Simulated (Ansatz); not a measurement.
AgBr:

```
Ag Br
1.0
     0.00000    2.87015    2.87015
     2.87015    0.00000    2.87015
     2.87015    2.87015    0.00000
Ag Br
1 1
Direct
  0.00000 0.00000 0.00000
  0.50000 0.50000 0.50000
```

* Program: Ansatz 0.2.0
* Task: relaxation of cell and atoms
* Functional: RPBE
* Potentials or basis: Ansatz PAW
* Cutoff: 420 eV (not typed: the program's choice for these potentials)
* k mesh: 8 × 8 × 8
* Occupations: fermi-dirac, width 0.05 eV
* Spin: no spin polarisation

At the start: volume 23.64 Å³/atom.

How do energy, volume and symmetry change on relaxing?

It ends after 4 steps and the volume is 26.96 Å³/atom (+14.0 %); space group Fm-3m (No. 225, to 0.05 Å).

Step by step:
| step | energy change (eV) | largest force (eV/Å) | volume (Å³) |
| --- | --- | --- | --- |
| 1 | 0.0000 | 0.0000 | 47.29 |
| 2 | -0.0901 | 0.0000 | 54.01 |
| 3 | -0.0902 | 0.0000 | 53.92 |
| 4 | -0.0911 | 0.0000 | 53.92 |

Final structure:
```cif
data_structure
_symmetry_space_group_name_H-M 'P 1'
_symmetry_Int_Tables_number 1
_cell_length_a 4.2405
_cell_length_b 4.2405
_cell_length_c 4.2405
_cell_angle_alpha 60.000
_cell_angle_beta 60.000
_cell_angle_gamma 60.000
_cell_volume 53.92
loop_
_atom_site_label
_atom_site_type_symbol
_atom_site_fract_x
_atom_site_fract_y
_atom_site_fract_z
_atom_site_occupancy
Ag1 Ag 0.00000 0.00000 0.00000 1
Br1 Br 0.50000 0.50000 0.50000 1
```

Caveat: the plane-wave basis is chosen anew once the cell has moved, so the energies of steps on either side of that aren't comparable; the volume moved by +14 % from the deposited cell, more than functionals usually miss; the PAW data sets come from PBE, with cores solved anew for the run's functional, which leaves a small shift of forces and pressure.
